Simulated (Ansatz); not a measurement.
Crystal: Sb.

```
Sb
1.0
     2.15420    1.24373    3.75800
    -2.15420    1.24373    3.75800
     0.00000   -2.48746    3.75800
Sb
2
Direct
  0.76651 0.76651 0.76651
  0.23349 0.23349 0.23349
```

```yaml
Program: Ansatz 0.2.0
Task: relaxation of cell and atoms
Functional: revPBE
Potentials_or_basis: Ansatz PAW
Cutoff: "420 eV (not typed: the program's choice for these potentials)"
k_mesh: 8 × 8 × 8
Occupations: fermi-dirac, width 0.05 eV
Spin: no spin polarisation
```

At the start: volume 30.21 Å³/atom.

Question: Where does the relaxation end?

Answer: It ends after 7 steps and the volume is 32.97 Å³/atom (+9.2 %); space group R-3m (No. 166, to 0.05 Å).

Step by step:
```csv
step,energy change (eV),largest force (eV/Å),volume (Å³)
1,0.0000,0.1826,60.41
2,-0.0249,0.3327,67.22
3,-0.0462,0.0818,65.17
4,-0.0483,0.0279,65.03
5,-0.0496,0.0079,65.68
6,-0.0497,0.0004,65.94
7,-0.0506,0.0006,65.94
```

Final structure:
```yaml
crystal:
  lattice:
    - [2.19673, 1.26828, 3.94462]
    - [-2.19673, 1.26828, 3.94462]
    - [0.00000, -2.53656, 3.94462]
  atoms:
    - { symbol: Sb, position: [0.76917, 0.76917, 0.76917] }
    - { symbol: Sb, position: [0.23083, 0.23083, 0.23083] }
```

Caveat: the plane-wave basis is chosen anew once the cell has moved, so the energies of steps on either side of that aren't comparable; the PAW data sets come from PBE, with cores solved anew for the run's functional, which leaves a small shift of forces and pressure.
